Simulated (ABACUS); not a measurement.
Sc:

```
Sc
1.0
     3.30900    0.00000    0.00000
    -1.65450    2.86568    0.00000
     0.00000    0.00000    5.27330
Sc
2
Direct
  0.66667 0.33333 0.75000
  0.33333 0.66667 0.25000
```

```yaml
Program: ABACUS 3.10.1
Task: single point
Functional: PBE
Potentials_or_basis: PseudoDojo NC SR 0.4.1 PBE standard
Cutoff: 1075 eV
Density_cutoff: 4299 eV
Basis: plane waves
k_mesh: 9 × 9 × 5
Occupations: fermi-dirac, width 0.05 eV
Spin: no spin polarisation
```

On this cell: pressure -0.7 GPa; largest force under 0.003 eV/Å; band gap on the k mesh none (metal or under the smearing width).

The same run follows on a disturbed copy (atoms moved at random, drawn with an rms of 0.05 Å):

```
Sc
1.0
     3.30900    0.00000    0.00000
    -1.65450    2.86568    0.00000
     0.00000    0.00000    5.27330
Sc
2
Direct
  0.66919 0.32393 0.74631
  0.33512 0.66578 0.24690
```

What changes?

The energy (extrapolated to zero smearing) moves by +0.2 meV/atom; pressure -0.7 GPa; largest force 0.038 eV/Å; band gap on the k mesh none (metal or under the smearing width).

Forces in eV/Å, atoms in the order of the input:
```
Sc  -0.020  0.031  0.011
Sc   0.020 -0.031 -0.011
```

Stress tensor (GPa, compression positive):
```
-0.26  0.07  0.00
 0.07 -0.05  0.00
 0.00  0.00 -1.67
```
